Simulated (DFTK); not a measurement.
## Sb: single point with PBE

The system is Sb.

```
Sb
1.0
     0.00000    2.37124    2.37124
     2.37124    0.00000    2.37124
     2.37124    2.37124    0.00000
Sb
1
Direct
  0.00000 0.00000 0.00000
```

This isn't the form of Sb at room conditions, which is rhombohedral.

```yaml
Program: DFTK 0.8.2
Task: single point
Functional: PBE
Potentials_or_basis: dojo.nc.sr.pbe.v0_4_1.standard.upf (PBE)
Cutoff: 1088 eV
k_mesh: 10 × 10 × 10
Occupations: fermi-dirac, width 0.05 eV
Spin: no spin polarisation
Valence_electrons: Sb 15
SCF_tolerance_on_the_density: 1e-06
```

The pressure is 1.9 GPa and the band gap on the k mesh is none (metal or under the smearing width).

Levels at points of the mesh, in eV from the Fermi level:
```
             k point  band 5  band 6  band 7  band 8  band 9  band 10
  (0.00, 0.00, 0.00)  -29.28  -12.98    5.41    5.41    5.41    10.54
 (-0.50, 0.00, 0.00)  -29.24   -9.17   -5.86    3.71    3.71     8.46
(-0.50, -0.50, 0.00)  -29.23   -7.52   -4.95    0.42    0.42     4.21
```

Wall time 2.4 min on 1 thread of Intel(R) Xeon(R) Platinum 8259CL CPU @ 2.50GHz (Skylake/Cascade Lake), on a shared host, peak memory 1.6 GiB.

The run has no spin-orbit coupling, so splittings on Sb are missing.
